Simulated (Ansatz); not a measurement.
A 3-atom cell of CdI₂ started from a crystallographic database, relaxed with r2SCAN+rVV10 in Ansatz 0.2.0. The symmetry is P-3m1 (No. 164, trigonal); conventional cell a = 4.248 Å, c = 6.884 Å, 35.87 Å³ an atom. Cd is surrounded by 6 I at 2.99 Å; I is surrounded by 3 Cd at 2.99 Å.

The axes x, y and z are those of this cell:
```xyz
3
Lattice="4.2484 0.0000 0.0000 -2.1242 3.6792 0.0000 0.0000 0.0000 6.8844" Properties=species:S:1:pos:R:3 pbc="T T T"
Cd    0.0000    0.0000    0.0000
I     0.0000    2.4528    1.7181
I     2.1242    1.2264    5.1663
```

Unstrained: With PBE the valence top lies at k = (-1/8, 1/8, 0.203) and the conduction bottom at k = (0, 0.456, 0.359), 2.329 eV higher; the smallest vertical gap, at Γ, is 2.621 eV. The r2SCAN gap is indirect, 2.780 eV (k = (-1/8, 1/8, 0.203) to k = (0, 0.456, 0.359)), below the direct gap of 3.147 eV at k = (0, 0.417, 1/4). HSE06 gives an indirect gap of 3.286 eV, from k = (-1/8, 1/8, 0.203) to k = (0, 0.456, 0.359); the least direct gap is 3.644 eV at Γ. Meshes: PBE 12×12×4, r2SCAN 12×12×4, HSE06 6×6×4. Strains are changes of length per length. After each strain the atoms were relaxed again with r2SCAN+rVV10 within the symmetry that the strain leaves, so tilts or polar shifts that break it weren't tested; points keep the names that they have in the unstrained zone. Calculated for a static, non-magnetic cell.

(1) Apply biaxial -2.9 % in x and y, z held. How far does the gap move, against the unstrained cell?

(2) Apply isotropic +1.91 % on every length. How far does the gap move, against the unstrained cell?

Answers

(1) PBE: the gap goes from 2.329 to 2.148 eV (-0.181 eV); the edges go from (-1/8, 1/8, 0.203) → (0, 0.456, 0.359) to (-0.057, 0.057, 0.344) → (0, 0.458, 0.370). r2SCAN: the gap goes from 2.780 to 2.604 eV (-0.176 eV); the edges go from (-1/8, 1/8, 0.203) → (0, 0.456, 0.359) to (-0.057, 0.057, 0.344) → (0, 0.458, 0.370).

(2) PBE: the gap goes from 2.329 to 2.410 eV (+0.081 eV); the edges go from (-1/8, 1/8, 0.203) → (0, 0.456, 0.359) to (0, 0.151, -1/6) → Γ. r2SCAN: the gap goes from 2.780 to 2.878 eV (+0.098 eV); the edges go from (-1/8, 1/8, 0.203) → (0, 0.456, 0.359) to (0, 0.151, -1/6) → L.

Spin-orbit coupling is left out, which matters wherever the heavy atoms make up the band edges.

Where an edge lies off the special points, it is a point of the mesh or the k point where a search put PBE's edge or least direct gap, reused for the other functionals, whose own edges may lie a little apart.

Coordinates of k points refer to the reciprocal vectors of the primitive cell of the runs.

The meshes of the hybrids are coarse, so their gaps aren't converged to the digits shown.
